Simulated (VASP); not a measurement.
Crystal: InSb.

```
In Sb
1.0
    -2.94474    2.94474    1.63638
     2.94474   -2.94474    1.63638
     2.94474    2.94474   -1.63638
In Sb
1 1
Direct
  0.75000 0.25000 0.50000
  0.00000 0.00000 0.00000
```

Measurements of this composition are mostly on another form, of space group No. 216.

| Item | Value |
| --- | --- |
| Program | VASP 6.6.1 |
| Task | relaxation of cell and atoms |
| Functional | r2SCAN |
| Potentials or basis | VASP PAW PBE potentials, release 64 (In_d, Sb) |
| Cutoff | 600 eV |
| k mesh | 14 × 14 × 14 |
| Occupations | gaussian, width 0.1 eV |
| Spin | no spin polarisation |

At the start: pressure -1.4 GPa; volume 28.38 Å³/atom.

Question: How do energy, volume and symmetry change on relaxing?

Answer: Over 6 steps the energy falls by 3.7 meV/atom and the volume is 27.59 Å³/atom (-2.8 %); space group I-4m2 (No. 119, to 0.05 Å).

Step by step:
```
step  energy change (eV)  largest force (eV/Å)  pressure (GPa)  volume (Å³)
   1              0.0000                0.0000           -1.36        56.76
   2             -0.0067                0.0000            0.38        54.80
   3             -0.0071                0.0000            0.03        55.16
   4             -0.0071                0.0000            0.00        55.19
   5             -0.0073                0.0000           -0.01        55.19
   6             -0.0074                0.0000           -0.02        55.18
```

Final structure:
```cif
data_structure
_symmetry_space_group_name_H-M 'P 1'
_symmetry_Int_Tables_number 1
_cell_length_a 4.4410
_cell_length_b 4.4410
_cell_length_c 4.4410
_cell_angle_alpha 97.561
_cell_angle_beta 97.561
_cell_angle_gamma 137.462
_cell_volume 55.18
loop_
_atom_site_label
_atom_site_type_symbol
_atom_site_fract_x
_atom_site_fract_y
_atom_site_fract_z
_atom_site_occupancy
In1 In 0.75000 0.25000 0.50000 1
Sb1 Sb 0.00000 0.00000 0.00000 1
```

Caveat: the PAW data sets were made with another functional, which shifts forces and pressure a little.
